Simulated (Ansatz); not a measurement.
## In under changes of volume

One of the cells (26.540 Å³/atom); the others are scaled copies at fixed shape and fractional positions:

```
CELL_PARAMETERS angstrom
3.33548 0.00000 0.00000
-1.66774 2.88861 0.00000
0.00000 0.00000 5.50914
ATOMIC_POSITIONS crystal
In 0.66667 0.33333 0.75000
In 0.33333 0.66667 0.25000
```

This isn't the form of In at room conditions, which is tetragonal.

| Quantity | Value |
| --- | --- |
| Program | Ansatz 0.2.0 |
| Functional | LDA |
| Potentials or basis | all-electron LAPW, scalar-relativistic |
| Cutoff | 168 eV (chosen from the basis error) |
| Basis error allowed | 0.001 eV/atom |
| k mesh | 9 × 9 × 5 |
| Occupations | fermi-dirac, width 0.05 eV |
| Spin | no spin polarisation |

| volume (Å³/atom) | energy over the lowest point (meV/atom) | pressure (GPa) |
| --- | --- | --- |
| 24.948 | 0.00 | -0.5 |
| 25.478 | 3.53 | -1.4 |
| 26.009 | ? | ? |
| 26.540 | 18.65 | -2.9 |
| 27.071 | 29.25 | -3.4 |
| 27.602 | 41.45 | -3.9 |
| 28.133 | 55.16 | -4.3 |

Task: What does the run at 26.009 Å³/atom give?

Result: Energy over the lowest point 9.92 meV/atom; pressure -2.2 GPa.

Worked out: A Birch-Murnaghan fit of order 3 (a polynomial in V^(-2/3)) to the other rows has its minimum at 24.63 Å³/atom, just outside them, with B0 = V·E''(V) = 50 GPa and B' = 6.5 at fixed shape and positions, which overstates the stiffness. It gives 9.92 meV/atom at 26.009 Å³/atom, against the run's 9.92, and -dE/dV = -2.3 GPa, against -2.2.

Energies are extrapolated to zero smearing.
